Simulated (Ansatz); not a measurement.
Input of an Ansatz 0.2.0 run:

The input input.yaml:

```yaml
crystal:
  lattice:
    - [-1.50800044, 1.50800044, 2.10725036]
    - [1.50800044, -1.50800044, 2.10725036]
    - [1.50800044, 1.50800044, -2.10725036]
  atoms:
    - { symbol: Co, position: [-0.00528, 0.004943, 0.015325], spin: 2.0 }
    - { symbol: O, position: [0.514629, 0.499585, 0.00496] }
hamiltonian:
  xc: pbe
  pseudopotentials: { kind: paw }
magnetization:
  spin_polarized: true
kpoints:
  mp_grid: { grid: [12, 12, 12] }
scf:
  occupations: { method: fermi_dirac, width: 0.05 }
output:
  forces: true
  stress: true
  eigenvalues: true
```

Potentials or basis: Ansatz PAW.

Launch:

```sh
$ ansatz run input.yaml --threads 2 --pin off --max-ram 5632MiB --backend cpu --events-out ev --progress --plain --runs-dir out
```

What does it give for the band gap on the k mesh?

None (metal or under the smearing width).

Estimate the absolute moment.

2.94 μB per cell.

What does it give for the site moments?

Co +2.46; O +0.32 μB.

Estimate the largest force.

0.120 eV/Å.

Stress tensor (GPa, compression positive):
```
 0.21 -0.36  0.32
-0.36  0.44 -0.14
 0.32 -0.14  0.89
```

Caveat: the pressure holds a Pulay correction of +0.7 GPa for the finite cutoff; a cell with one magnetic atom can't hold antiferromagnetic order, which such compounds often take; semilocal functionals often make such compounds metallic where correlation or magnetic order opens a gap, which also shifts bond lengths.
